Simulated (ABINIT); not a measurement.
# ZrC (Fm-3m) in ABINIT: notebook

Runs on ZrC. Level: PBEsol. Tasks: band structure.

Everything below comes from runs of ABINIT 10.8.3 (patched build). Logs are shortened: lines on timing, memory, paths and dates and some standing lists are left out, and cuts for length are marked. The log counts tension as positive stress, the text compression.

### 1 Starting point

It takes space group Fm-3m (No. 225, cubic). The conventional cell has a = 4.730 Å, b = 4.730 Å, c = 4.730 Å, α = 90.00°, β = 90.00°, γ = 90.00°. Around Zr (site symmetry m-3m) lie 6 C at 2.37 Å. C (site symmetry m-3m) is surrounded by 6 Zr at 2.37 Å.

### 2 Band structure, PBEsol

The input, run.abi:

```
# Datasets: ground state, then fixed potential
ndtset 2

# Pseudopotentials
pp_dirpath "./"
pseudos "Zr.GGA_PBE-JTH.xml, C.GGA_PBE-JTH.xml"

# Structure
acell 3*1.0 Angstrom
rprim
     0.0000000000     2.3650000000     2.3650000000
     2.3650000000     0.0000000000     2.3650000000
     2.3650000000     2.3650000000     0.0000000000
ntypat 2
znucl 40 6
natom 2
typat 1 2
xcart
     4.4692022847     4.4692022847     4.4692022847
     0.0000000000     0.0000000000     0.0000000000

# Plane-wave basis
ecut 517.016339 eV
pawecutdg 38.0
pawxcdev 0

# Exchange and correlation
ixc -116133

# Bands and occupations
occopt 3
tsmear 0.00183747

# SCF cycle
nstep 100

# Output
iomode 3
prtwf 0
prteig 0
prtebands 0
enunit 1
prtden1 1
prtvha1 1
prtvclmb1 1
prtpot1 1

# Dataset 1
kptopt1 1
ngkpt1 10 10 10
nshiftk1 1
shiftk1 0.0 0.0 0.0
nband1 12
tolvrs1 1.0e-9

# Dataset 2: bands along G-X-W-K-G-L-U-W-L-K
iscf2 -2
getden2 1
nband2 18
nbdbuf2 4
tolwfr2 1.0e-11
kptopt2 -9
ndivsm2 6
prteig2 1
prtvol2 -3
kptbounds2
     0.0000000000     0.0000000000     0.0000000000
     0.5000000000     0.0000000000     0.5000000000
     0.5000000000     0.2500000000     0.7500000000
     0.3750000000     0.3750000000     0.7500000000
     0.0000000000     0.0000000000     0.0000000000
     0.5000000000     0.5000000000     0.5000000000
     0.6250000000     0.2500000000     0.6250000000
     0.5000000000     0.2500000000     0.7500000000
     0.5000000000     0.5000000000     0.5000000000
     0.3750000000     0.3750000000     0.7500000000
```

Potentials or basis: JTH PAW PBE v2.0.

Run with:

```bash
> abinit run.abi > log 2>&1
```

run.abo:

```text
.Version 10.8.3 of ABINIT
 DATASET    1 : space group Fm -3 m (#225); Bravais cF (face-center cubic)
================================================================================
 Values of the parameters that define the memory need for DATASET  1.
     intxc =       0    ionmov =       0      iscf =      17    lmnmax =      18
     lnmax =       6     mgfft =      27  mpssoang =       3    mqgrid =    3001
     natom =       2  nloc_mem =       2    nspden =       1   nspinor =       1
    nsppol =       1      nsym =      48    n1xccc =       1    ntypat =       2
    occopt =       3   xclevel =       2
       mpw =         716          nfft =       19683          nkpt =          47
 PAW method is used; the additional fine FFT grid is defined by:
   mgfftf=        36    nfftf =     46656
================================================================================
================================================================================

 DATASET    2 : space group Fm -3 m (#225); Bravais cF (face-center cubic)
================================================================================
 Values of the parameters that define the memory need for DATASET  2.
     intxc =       0    ionmov =       0      iscf =      -2    lmnmax =      18
     lnmax =       6     mgfft =      27  mpssoang =       3    mqgrid =    3001
     natom =       2  nloc_mem =       2    nspden =       1   nspinor =       1
    nsppol =       1      nsym =      48    n1xccc =       1    ntypat =       2
    occopt =       3   xclevel =       2
       mpw =         725          nfft =       19683          nkpt =         103
 PAW method is used; the additional fine FFT grid is defined by:
   mgfftf=        36    nfftf =     46656
================================================================================
================================================================================

--------------------------------------------------------------------------------
------------- Echo of variables that govern the present computation ------------
--------------------------------------------------------------------------------
 -outvars: echo values of preprocessed input variables --------
            acell      1.8897261259E+00  1.8897261259E+00  1.8897261259E+00 Bohr
              amu      9.12240000E+01  1.20110000E+01
             ecut      1.90000000E+01 Hartree
           enunit           1
           getden1          0
           getden2          1
             iscf1         17
             iscf2         -2
              ixc     -116133
           jdtset        1    2
           kptopt1          1
           kptopt2         -9
         kptrlatt       10    0    0      0   10    0      0    0   10
          kptrlen1     6.32040649E+01
          kptrlen2     3.00000000E+01
            natom           2
            nband1         12
            nband2         18
           nbdbuf1          0
           nbdbuf2          4
           ndtset           2
           ndivsm1          0
           ndivsm2          6
            ngfft          27      27      27
          ngfftdg          36      36      36
             nkpt1         47
             nkpt2        103
            nstep         100
             nsym          48
           ntypat           2
           occopt           3
        pawecutdg      3.80000000E+01 Hartree
         pawxcdev           0
        prtebands           0
           prteig1          0
           prteig2          1
           prtpot1          1
           prtpot2          0
         prtvclmb1          1
         prtvclmb2          0
           prtvha1          1
           prtvha2          0
           prtvol1          0
           prtvol2         -3
            prtwf           0
            rprim      0.0000000000E+00  2.3650000000E+00  2.3650000000E+00
                       2.3650000000E+00  0.0000000000E+00  2.3650000000E+00
                       2.3650000000E+00  2.3650000000E+00  0.0000000000E+00
           shiftk1     0.00000000E+00  0.00000000E+00  0.00000000E+00
           shiftk2     5.00000000E-01  5.00000000E-01  5.00000000E-01
          spgroup         225
           tolvrs1     1.00000000E-09
           tolvrs2     0.00000000E+00
[... 239 lines left out ...]
         ecut(hartree)=     38.000   => boxcut(ratio)=   2.05258
--------------------------------------------------------------------------------

================================================================================
 Non-SCF case, kpt    1 (  0.00000  0.00000  0.00000), residuals and eigenvalues=
  3.45E-12  2.72E-12  1.74E-12  5.95E-12  2.94E-12  2.75E-12  7.32E-12  2.19E-12
  3.03E-12  2.38E-12  2.62E-12  6.53E-12  3.26E-12  4.02E-12  8.34E-12  4.49E-08
  1.91E-07  4.24E-07
 -1.3523E+00 -5.3462E-01 -5.3462E-01 -5.3462E-01  1.5147E-03  4.4872E-01
  4.4872E-01  4.4872E-01  4.5253E-01  4.5253E-01  4.5253E-01  5.1492E-01
  5.1492E-01  6.7364E-01  7.9396E-01  1.2268E+00  1.2268E+00  1.2268E+00
 Non-SCF case, kpt    2 (  0.02941  0.00000  0.02941), residuals and eigenvalues=
  5.27E-12  3.39E-12  6.08E-12  9.19E-12  3.97E-12  6.52E-12  2.75E-12  1.89E-12
  2.46E-12  8.01E-12  4.94E-12  1.93E-12  7.46E-12  8.93E-12  1.29E-12  3.26E-08
  5.63E-07  3.22E-07
[... 696 lines left out ...]
 Non-SCF case, kpt  102 (  0.38750  0.38750  0.72500), residuals and eigenvalues=
  7.81E-12  2.73E-12  1.98E-12  5.43E-12  1.12E-12  6.00E-12  1.58E-12  9.93E-12
  8.02E-12  8.70E-12  2.63E-12  5.69E-12  3.33E-12  4.73E-12  6.73E-12  6.73E-11
  3.03E-08  2.08E-05
 -1.3479E+00 -5.5557E-01 -5.5154E-01 -5.4157E-01  7.1958E-02  2.9391E-01
  3.2818E-01  3.5033E-01  4.7888E-01  5.8448E-01  6.0527E-01  6.8176E-01
  6.9399E-01  8.4365E-01  8.6580E-01  9.2036E-01  1.0354E+00  1.1026E+00
 Non-SCF case, kpt  103 (  0.37500  0.37500  0.75000), residuals and eigenvalues=
  2.88E-12  6.01E-12  3.80E-12  2.29E-12  2.47E-12  1.82E-12  3.35E-12  2.29E-12
  2.83E-12  1.39E-12  1.70E-12  2.55E-12  4.77E-12  9.73E-12  4.32E-12  1.33E-11
  1.27E-07  1.95E-06
 -1.3478E+00 -5.5583E-01 -5.5127E-01 -5.4206E-01  6.7906E-02  3.0247E-01
  3.2935E-01  3.5713E-01  4.6762E-01  5.8943E-01  6.0829E-01  6.7906E-01
  6.8347E-01  8.4674E-01  8.5654E-01  9.3130E-01  1.0488E+00  1.0923E+00

--- !ResultsGS
iteration_state: {dtset: 2, }
comment   : Summary of ground state results
lattice_vectors:
- [  0.0000000,   4.4692023,   4.4692023, ]
- [  4.4692023,   0.0000000,   4.4692023, ]
- [  4.4692023,   4.4692023,   0.0000000, ]
lattice_lengths: [   6.32041,    6.32041,    6.32041, ]
lattice_angles: [ 60.000,  60.000,  60.000, ] # degrees, (23, 13, 12)
lattice_volume:   1.7853363E+02
convergence: {deltae:  0.000E+00, res2:  0.000E+00, residm:  9.984E-12, diffor:  0.000E+00, }
etotal    :  -5.32983511E+01
entropy   :   0.00000000E+00
fermie    :   4.14252966E-01
cartesian_stress_tensor: null
pressure_GPa: null
xred      :
- [  5.0000E-01,   5.0000E-01,   5.0000E-01, Zr]
- [ -3.4367E-10,  -3.4367E-10,  -3.4367E-10,  C]
cartesian_forces: null
force_length_stats: {min: null, max: null, mean: null, }
...

 Integrated electronic density in atomic spheres:
 ------------------------------------------------
 Atom  Sphere_radius  Integrated_density
    1        2.22030          9.02535518
    2        1.50737          2.36374486

================================================================================

 ----iterations are completed or convergence reached----

 Mean square residual over all n,k,spin=   46.553E-13; max=  99.837E-13
 reduced coordinates (array xred) for    2 atoms
       0.499999999656      0.499999999656      0.499999999656
      -0.000000000344     -0.000000000344     -0.000000000344

 cartesian coordinates (angstrom) at end:
    1      2.36499999837442     2.36499999837442     2.36499999837442
    2     -0.00000000162558    -0.00000000162558    -0.00000000162558
 length scales=  1.889726125908  1.889726125908  1.889726125908 bohr
              =  1.000000000000  1.000000000000  1.000000000000 angstroms
 Eigenvalues (   eV  ) for nkpt= 103  k points:
 kpt#   1, nband= 18, wtk=  1.00000, kpt=  0.0000  0.0000  0.0000 (reduced coord)
 -36.79897  -14.54789  -14.54789  -14.54789    0.04122   12.21031   12.21031   12.21031
  12.31386   12.31386   12.31386   14.01160   14.01160   18.33071   21.60480   33.38207
  33.38207   33.38208
 kpt#   2, nband= 18, wtk=  1.00000, kpt=  0.0294  0.0000  0.0294 (reduced coord)
 -36.79791  -14.55491  -14.55021  -14.55021    0.06715   11.90407   11.94324   11.94324
  12.27653   12.61874   12.61874   14.02302   14.31152   18.39150   21.67697   33.08501
  33.08502   33.39519
 kpt#   3, nband= 18, wtk=  1.00000, kpt=  0.0588  0.0000  0.0588 (reduced coord)
 -36.79475  -14.57560  -14.55710  -14.55710    0.14349   11.28631   11.67068   11.67068
  12.16857   13.00372   13.00372   14.05714   14.90321   18.58002   21.88907   32.41751
  32.41774   33.44121
 kpt#   4, nband= 18, wtk=  1.00000, kpt=  0.0882  0.0000  0.0882 (reduced coord)
 -36.78961  -14.60888  -14.56833  -14.56833    0.26579   10.61150   11.43862   11.43862
  12.00079   13.41917   13.41917   14.11321   15.51550   18.90989   22.22888   31.62909
  31.62911   33.50506
 kpt#   5, nband= 18, wtk=  1.00000, kpt=  0.1176  0.0000  0.1176 (reduced coord)
[... 381 lines left out ...]
  13.71145   15.71167   16.23658   18.83197   19.63835   21.95666   24.13921   25.02914
  26.87286   31.39166
 kpt# 101, nband= 18, wtk=  1.00000, kpt=  0.4000  0.4000  0.7000 (reduced coord)
 -36.68023  -15.14483  -14.97257  -14.72125    2.08859    7.71784    8.88835    9.34495
  13.36385   15.79360   16.35431   18.64262   19.27251   22.53021   23.88498   24.95923
  27.53896   30.63146
 kpt# 102, nband= 18, wtk=  1.00000, kpt=  0.3875  0.3875  0.7250 (reduced coord)
 -36.67748  -15.11789  -15.00810  -14.73680    1.95808    7.99775    8.93029    9.53306
  13.03098   15.90464   16.47016   18.55170   18.88440   22.95695   23.55960   25.04430
  28.17539   30.00349
 kpt# 103, nband= 18, wtk=  1.00000, kpt=  0.3750  0.3750  0.7500 (reduced coord)
 -36.67583  -15.12502  -15.00078  -14.75010    1.84782    8.23075    8.96215    9.71802
  12.72461   16.03919   16.55244   18.47805   18.59829   23.04099   23.30758   25.34198
  28.53914   29.72388

== END DATASET(S) ==============================================================
================================================================================

 -outvars: echo values of variables after computation  --------
            acell      1.8897261259E+00  1.8897261259E+00  1.8897261259E+00 Bohr
           etotal1    -5.3298351085E+01
            fcart1    -0.0000000000E+00 -0.0000000000E+00 -0.0000000000E+00
                      -0.0000000000E+00 -0.0000000000E+00 -0.0000000000E+00
            rprim      0.0000000000E+00  2.3650000000E+00  2.3650000000E+00
                       2.3650000000E+00  0.0000000000E+00  2.3650000000E+00
                       2.3650000000E+00  2.3650000000E+00  0.0000000000E+00
           strten1     2.9285846724E-04  2.9285846724E-04  2.9285846724E-04
                       0.0000000000E+00  0.0000000000E+00  0.0000000000E+00
           xangst      2.3649999984E+00  2.3649999984E+00  2.3649999984E+00
                      -1.6255820850E-09 -1.6255821670E-09 -1.6255821670E-09
             xred      4.9999999966E-01  4.9999999966E-01  4.9999999966E-01
                      -3.4367489410E-10 -3.4367485940E-10 -3.4367485940E-10
 Calculation completed.
```

Wall time 23 s (1 thread of Intel Xeon 6975P-C (Granite Rapids), shared host); peak memory 0.12 GiB.

What came out:

- Free energy: -1450.3220 eV
- Pressure: -8.6 GPa
- Band gap on the k mesh: none (metal or under the smearing width)
- Valence electrons inside the program's atomic spheres: Zr 9.03; C 2.36

Levels at the corners of the path, in eV from the Fermi level:
```csv
point,band 4,band 5,band 6,band 7,band 8,band 9,band 10,band 11,band 12,band 13
Γ,-25.82,-11.23,0.94,0.94,0.94,1.04,1.04,1.04,2.74,2.74
X,-26.09,-10.03,-2.10,-1.76,0.04,0.04,4.35,5.53,5.53,7.80
W,-26.11,-9.36,-2.61,-2.36,-2.36,3.21,3.21,5.54,6.86,6.91
K,-26.02,-9.42,-3.04,-2.31,-1.55,1.45,4.77,5.28,7.21,7.33
Γ,-25.82,-11.23,0.94,0.94,0.94,1.04,1.04,1.04,2.74,2.74
L,-25.90,-8.20,-5.27,-2.89,-2.89,4.39,4.39,5.21,6.38,9.95
U,-26.02,-9.42,-3.04,-2.31,-1.55,1.45,4.77,5.28,7.21,7.33
W,-26.11,-9.36,-2.61,-2.36,-2.36,3.21,3.21,5.54,6.86,6.91
L,-25.90,-8.20,-5.27,-2.89,-2.89,4.39,4.39,5.21,6.38,9.95
K,-26.02,-9.42,-3.04,-2.31,-1.55,1.45,4.77,5.28,7.21,7.33
```

Caveat: the PAW data sets were made with another functional, which shifts forces and pressure a little.

### 3 Band structure, PBEsol, spin-orbit coupling, no magnetisation

Edit run.abi of step 2 so:

```diff
@@ -33,2 +33,7 @@
 
+# Spin
+nspinor 2
+nspden 1
+pawspnorb 1
+
 # SCF cycle
@@ -48,3 +53,3 @@
 # Dataset 1
-kptopt1 1
+kptopt1 4
 ngkpt1 10 10 10
@@ -52,3 +57,3 @@
 shiftk1 0.0 0.0 0.0
-nband1 12
+nband1 24
 tolvrs1 1.0e-9
@@ -58,4 +63,4 @@
 getden2 1
-nband2 18
-nbdbuf2 4
+nband2 36
+nbdbuf2 8
 tolwfr2 1.0e-11
```

Potentials or basis: JTH PAW PBE v2.0.

Run with:

```bash
> abinit run.abi > log 2>&1
```

Wall time 94 s (1 thread of Intel Xeon 6975P-C (Granite Rapids), shared host); peak memory 0.18 GiB.

The run converged. Its results:

```yaml
Free_energy: -1450.4063 eV
Pressure: -8.6 GPa
Band_gap_on_the_k_mesh: none (metal or under the smearing width)
Valence_electrons_inside_the_program's_atomic_spheres: Zr 9.03; C 2.36
```

Levels at the corners of the path, in eV from the Fermi level:
```csv
point,band 14,band 15,band 16,band 17,band 18,band 19
Γ,0.96,0.96,0.96,1.01,1.01,1.01
X,-1.77,-0.01,-0.01,0.10,0.10,4.35
W,-2.43,-2.29,-2.29,3.20,3.20,3.22
K,-2.31,-1.55,-1.55,1.45,1.45,4.76
Γ,0.96,0.96,0.96,1.01,1.01,1.01
L,-2.90,-2.88,-2.88,4.38,4.38,4.39
U,-2.31,-1.55,-1.55,1.45,1.45,4.76
W,-2.43,-2.29,-2.29,3.20,3.20,3.22
L,-2.90,-2.88,-2.88,4.38,4.38,4.39
K,-2.31,-1.55,-1.55,1.45,1.45,4.76
```

Caveat: the PAW data sets were made with another functional, which shifts forces and pressure a little.
